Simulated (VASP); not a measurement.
B, 12 atoms in the cell. The structure is trigonal, space group R-3m (No. 166). Conventional cell: a = 4.899 Å, b = 4.899 Å, c = 12.545 Å, α = 90.00°, β = 90.00°, γ = 120.00°. B (site symmetry m) has 6 B at 1.67 to 1.80 Å as nearest neighbours. B (site symmetry m) has 7 B at 1.78 to 2.01 Å as nearest neighbours. 

| Quantity | Value |
| --- | --- |
| Program | VASP 6.6.1 |
| Task | relaxation of cell and atoms |
| Functional | PBE |
| Potentials or basis | VASP PAW PBE potentials, release 64 (B) |
| Cutoff | 600 eV |
| k mesh | 9 × 9 × 8 |
| Occupations | gaussian, width 0.03 eV |
| Spin | no spin polarisation |
| Further INCAR settings | ALGO = Normal; EDIFF = 1e-07; IBRION = 2; EDIFFG = -0.005; NSW = 90; ISIF = 3 |

Potentials or basis: VASP PAW PBE potentials, release 64 (B).

Command:

```console
$ cat potpaw_PBE.64/B/POTCAR > POTCAR
$ mpirun -np 4 vasp_std > vasp.out
```

Hardware: 4 MPI ranks on Intel(R) Xeon(R) Platinum 8488C (Sapphire Rapids), with other jobs on the host.

How long does it take, and how much memory?

Run time: 2.9 min on 4 MPI ranks on Intel(R) Xeon(R) Platinum 8488C (Sapphire Rapids), on a shared host, peak memory 0.45 GiB a rank. Counts: scf iterations 19, k points 185, ion steps 2.
